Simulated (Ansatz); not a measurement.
All numbers below come from Ansatz 0.2.0, DFT PBE, scalar-relativistic, plane waves, PAW. All cells share a 420 eV cutoff and Γ-centred k meshes spaced at most about 0.3 Å⁻¹ (about 0.25 or finer for metals, 2π included). No spin polarisation.

These are static total energies at zero pressure.

Two forms of Sc3H were relaxed alike.

1.

```
Sc H
1.0
     4.34086    0.00000    0.00000
     0.00000    4.34086    0.00000
     0.00000    0.00000    4.34086
Sc H
3 1
Direct
  0.00000 0.50000 0.50000
  0.50000 0.00000 0.50000
  0.50000 0.50000 0.00000
  0.00000 0.00000 0.00000
```

2.

```
Sc H
1.0
    -2.00982    2.00982    5.05385
     2.00982   -2.00982    5.05385
     2.00982    2.00982   -5.05385
Sc H
3 1
Direct
  0.50000 0.50000 0.00000
  0.25000 0.75000 0.50000
  0.75000 0.25000 0.50000
  0.00000 0.00000 0.00000
```

Question: Which placement of the atoms is lower in energy, and by how much?

Answer: Cell 2 is lower, by 71 meV/atom. The two share one framework of sites and differ in which element sits where. Cell 1 has the Cu3Au (L1_2) type, space group Pm-3m (No. 221), 20.4 Å³/atom and no gap on its mesh; cell 2 has the TiAl3 (D0_22) type, space group I4/mmm (No. 139), 20.4 Å³/atom and no gap. Counting Sc atoms around H (those within 1.25 times the shortest such distance or 1.15 times the sum of covalent radii; a plus sign parts nearer from farther groups; the shortest distance is added where it is long for a bond), cell 1 has H 12 from 3.1 Å and cell 2 has H 4+8. Even the lower one lies +0.60 eV/atom against the reference forms of the elements (uncorrected), so neither is stable at this level. In cell 1, Sc has 4 H at 3.07 Å and 8 Sc at 3.07 Å; H is surrounded by 12 Sc at 3.07 Å. In cell 2, Sc on a site of symmetry 4/mmm is surrounded by 4 H at 2.84 Å and 8 Sc at 3.23 Å; around Sc on a site of symmetry -4m2 lie 4 Sc at 2.84 Å, 4 H at 3.23 Å and 4 Sc at 3.23 Å; H is surrounded by 4 Sc at 2.84 Å and 8 Sc at 3.23 Å. Both come from invented guesses. The lowest form computed isn't among them: it has space group Fd-3m (No. 227), 21.1 Å³/atom and lies 0.62 eV/atom below the best shown.

With hydrogen, zero-point motion can shift such differences by 10 meV/atom or more. Cells relaxed within their symmetry can be saddle points.
